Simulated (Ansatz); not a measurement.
# Se under changes of volume

One of the cells (27.261 Å³/atom); the others are scaled copies at fixed shape and fractional positions:

```xyz
3
Lattice="4.3662 0.0000 0.0000 -2.1831 3.7812 0.0000 0.0000 0.0000 4.9536" Properties=species:S:1:pos:R:3 pbc="T T T"
Se    1.6910    2.9289    0.0000
Se   -0.4921    0.8523    3.3024
Se    0.9841    0.0000    1.6512
```

| Item | Value |
| --- | --- |
| Program | Ansatz 0.2.0 |
| Functional | PBE |
| Potentials or basis | PseudoDojo standard (PBE files) |
| Cutoff | 1170 eV |
| Density cutoff | 4680 eV |
| k mesh | 7 × 7 × 6 |
| Occupations | fermi-dirac, width 0.05 eV |
| Spin | no spin polarisation |

| volume (Å³/atom) | energy over the lowest point (meV/atom) | pressure (GPa) | gap on the mesh (eV) | largest force (eV/Å) |
| --- | --- | --- | --- | --- |
| 25.625 | 61.56 | 7.2 | 1.14 | 1.126 |
| 26.170 | ? | ? | ? | ? |
| 26.716 | 23.48 | 4.1 | 1.18 | 0.641 |
| 27.261 | 11.70 | 2.8 | 1.20 | 0.424 |
| 27.806 | 4.13 | 1.6 | 1.19 | 0.221 |
| 28.351 | 0.36 | 0.6 | 1.17 | 0.032 |
| 28.896 | 0.00 | -0.4 | 1.15 | 0.144 |

Question: What does the run at 26.170 Å³/atom give?

Answer: Energy over the lowest point 39.92 meV/atom; pressure 5.6 GPa; gap on the mesh 1.16 eV; largest force 0.875 eV/Å.

Worked out: A Birch-Murnaghan fit of order 3 (a polynomial in V^(-2/3)) to the other rows has its minimum at 28.68 Å³/atom with B0 = V·E''(V) = 50 GPa and B' = 4.3 at fixed shape and positions, which overstates the stiffness. It gives 39.95 meV/atom at 26.170 Å³/atom, against the run's 39.92, and -dE/dV = 5.6 GPa, against 5.6. A parabola through the other rows of the gap, of slope 1.15 eV per unit of ln V there, gives 1.17 eV, against the run's 1.16.

Energies are extrapolated to zero smearing.

Caveats: odd divisions of the mesh miss points on the zone boundary, where band edges often lie, so the gap on the mesh can be too wide; forces of over 1 eV/Å show positions far from the minimum, so gaps and moduli don't describe the material at rest (some runs).

A mesh can miss the band edges. Spin-orbit coupling on Se is left out.
